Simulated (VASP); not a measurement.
CsSnI3, 5 atoms in the cell. The structure is cubic, space group Pm-3m (No. 221). The conventional cell has a = 6.210 Å, b = 6.210 Å, c = 6.210 Å, α = 90.00°, β = 90.00°, γ = 90.00°. Cs (site symmetry m-3m) is surrounded by 12 I at 4.39 Å. Sn (site symmetry m-3m) is surrounded by 6 I at 3.10 Å. I (site symmetry 4/mmm) has 2 Sn at 3.10 Å as nearest neighbours. The cell was built by a generator and needn't be a form met in nature.

- Program: VASP 6.6.1
- Task: relaxation of cell and atoms
- Functional: LDA
- Potentials or basis: VASP PAW LDA potentials, release 64 (Cs_sv, Sn_d, I)
- Cutoff: 600 eV
- k mesh: 6 × 6 × 6
- Occupations: gaussian, width 0.01 eV
- Spin: no spin polarisation
- Dipole correction: no
- Further INCAR settings: ALGO = Normal; EDIFF = 1e-06; IBRION = 2; EDIFFG = -0.005; NSW = 80; ISIF = 3

Potentials or basis: VASP PAW LDA potentials, release 64 (Cs_sv, Sn_d, I).

Run with:

```sh
$ cat potpaw_LDA.64/Cs_sv/POTCAR potpaw_LDA.64/Sn_d/POTCAR potpaw_LDA.64/I/POTCAR > POTCAR
$ mpirun -np 1 vasp_std > vasp.out
```

Hardware: 1 thread of AMD EPYC 7R43 64-Core Processor (Zen 3), with other jobs on the host.

Question: Estimate the wall time of this run.

Answer: It took 8.6 min on 1 thread of AMD EPYC 7R43 64-Core Processor (Zen 3), on a shared host, peak memory 0.35 GiB. Counts: scf iterations 57, k points 20, ion steps 15.
